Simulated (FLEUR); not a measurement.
**Sb: band structure with LDA**

The system is Sb.

```
Sb
1.0
     3.16000    0.00000    0.00000
     0.00000    3.16000    0.00000
     0.00000    0.00000    3.16000
Sb
1
Direct
  0.00000 0.00000 0.00000
```

This isn't the form of Sb at room conditions, which is rhombohedral.

| Property | Result |
| --- | --- |
| Program | FLEUR MaX-R8.1 (later development tree) |
| Task | band structure |
| Functional | LDA |
| Potentials or basis | all-electron |
| Basis | FLAPW |
| Kmax | 4.1 1/bohr |
| k mesh | 8 × 8 × 8 |
| Occupations | fermi-dirac, width 0.05 eV |
| Spin | no spin polarisation |
| Gmax | 12.7 1/bohr |
| Muffin-tin radii | Sb 2.66 bohr |
| lmax | Sb 10 |
| lnonsphr | Sb 10 |
| Local orbitals a species | Sb 6 |
| Max iterations | 60 |
| Mixing factor | 0.05 |
| Mixer | Anderson |
| Mixer history | 15 |
| Density convergence | 1e-05 me/bohr^3 |

* Band gap along the path: none (metal or under the smearing width)
* Valence electrons inside the program's atomic spheres: Sb 19.06 (radii Sb 2.66 bohr)

Levels at the corners of the path, in eV from the Fermi level:
```csv
point,band 8,band 9,band 10,band 11,band 12,band 13,band 14,band 15
Γ,-28.78,-11.95,3.14,3.14,3.14,7.23,7.23,7.89
X,-28.77,-9.75,-5.11,4.94,4.94,9.47,10.45,11.32
M,-28.72,-7.46,-3.21,-3.21,2.50,6.73,13.09,13.09
Γ,-28.78,-11.95,3.14,3.14,3.14,7.23,7.23,7.89
R,-28.72,-4.97,-1.44,-1.44,-1.44,5.10,5.10,5.10
X,-28.77,-9.75,-5.11,4.94,4.94,9.47,10.45,11.32
M,-28.72,-7.46,-3.21,-3.21,2.50,6.73,13.09,13.09
R,-28.72,-4.97,-1.44,-1.44,-1.44,5.10,5.10,5.10
```

Core levels (eV from the Fermi level):
| atom | levels |
| --- | --- |
| 1 Sb | 1s1/2 -30246.1, 2s1/2 -4598.3, 2p1/2 -4303.9, 2p3/2 -4052.5, 3s1/2 -897.3, 3p1/2 -776.8, 3p3/2 -730.4, 4s1/2 -143.7, 3d3/2 -516.8, 3d5/2 -507.1 |

Wall time 16 s on 1 thread of Arm Neoverse V1, on a shared host, peak memory 0.05 GiB.

Caveat: spin-orbit coupling is left out, which moves the levels of the heavy elements.
